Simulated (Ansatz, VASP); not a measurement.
BN: VASP beside Ansatz

```xyz
2
Lattice="1.2757 0.7365 3.4391 -1.2757 0.7365 3.4391 0.0000 -1.4730 3.4391" Properties=species:S:1:pos:R:3 pbc="T T T"
N     0.0000    0.0000    6.8841
B     0.0000    0.0000    0.0034
```

Change from the starting cell: volume scaled by 1.06.

Alike in both runs: task single point; functional PBE; k mesh 12 × 12 × 12; occupations fermi-dirac, width 0.05 eV; no spin polarisation.

```csv
,VASP,Ansatz
version,VASP 6.6.1,Ansatz 0.2.0
potentials or method,"VASP PAW PBE potentials, release 64 (N, B)",Ansatz PAW
plane-wave cutoff (eV),520,420
valence electrons in the cell,8,8
```

```tsv
	VASP	Ansatz	Ansatz less VASP
gap on the k mesh at the Fermi level (eV)	4.20	4.21	+0.006
least direct gap on the mesh (eV)	4.55	4.55	+0.002
pressure (GPa)	-9.3	-9.3	-0.05
largest component of the traceless stress (GPa)	10.95	11.14	+0.191
rms of the force components (eV/Å)	0.004	0.004	-0.0001
```

Atom by atom the forces differ by 0.000 eV/Å (rms over components). The functional is the same, so the differences come from potentials, cutoffs and numerics.

Caveats: the pressure holds a Pulay correction of +0.6 GPa for the finite cutoff (Ansatz). A k mesh can miss the band edges.
